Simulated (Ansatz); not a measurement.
Input of an Ansatz 0.2.0 run:

input.yaml

```yaml
crystal:
  lattice:
    - [0.0, 2.2535006075, 2.2535006075]
    - [2.2535006075, 0.0, 2.2535006075]
    - [2.2535006075, 2.2535006075, 0.0]
  atoms:
    - { symbol: Ga, position: [0.0, 0.0, 0.0] }
    - { symbol: "N", position: [0.25, 0.25, 0.25] }
hamiltonian:
  xc: rpbe
  pseudopotentials: { kind: paw }
kpoints:
  mp_grid: { grid: [10, 10, 10] }
scf:
  occupations: { method: fermi_dirac, width: 0.05 }
output:
  forces: true
  stress: true
  write_density: true
  write_potential: true
  elf: true
  volumetric_format: npy
relax:
  f_tol: 0.01
  max_steps: 40
  cell: { stress_tol: 0.05 }
```

Potentials or basis: Ansatz PAW.

Run with:

```bash
$ ansatz run input.yaml --threads 2 --pin off --max-ram 5632MiB --backend cpu --events-out ev --progress --plain --runs-dir out
```

**Question.** Predict the band gap on the k mesh.

**Answer.** 1.43 eV, direct.

**Question.** What does it give for the space group after relaxing (to 0.05 Å)?

**Answer.** F-43m (No. 216).

**Question.** Predict the relaxed cell.

**Answer.** a = 3.242 Å, b = 3.242 Å, c = 3.242 Å, α = 60.00°, β = 60.00°, γ = 60.00°.

**Question.** Predict the relaxed volume.

**Answer.** 12.04 Å³/atom.

Final structure:
```
Ga N
1.0
     0.00000    2.29210    2.29210
     2.29210    0.00000    2.29210
     2.29210    2.29210    0.00000
Ga N
1 1
Direct
  0.00000 0.00000 0.00000
  0.25000 0.25000 0.25000
```

Caveat: the plane-wave basis is chosen anew once the cell has moved, so the energies of steps on either side of that aren't comparable; the pressure holds a Pulay correction of +0.4 GPa for the finite cutoff; the PAW data sets come from PBE, with cores solved anew for the run's functional, which leaves a small shift of forces and pressure. RPBE gaps usually lie below the measured ones, often by a third to a half.
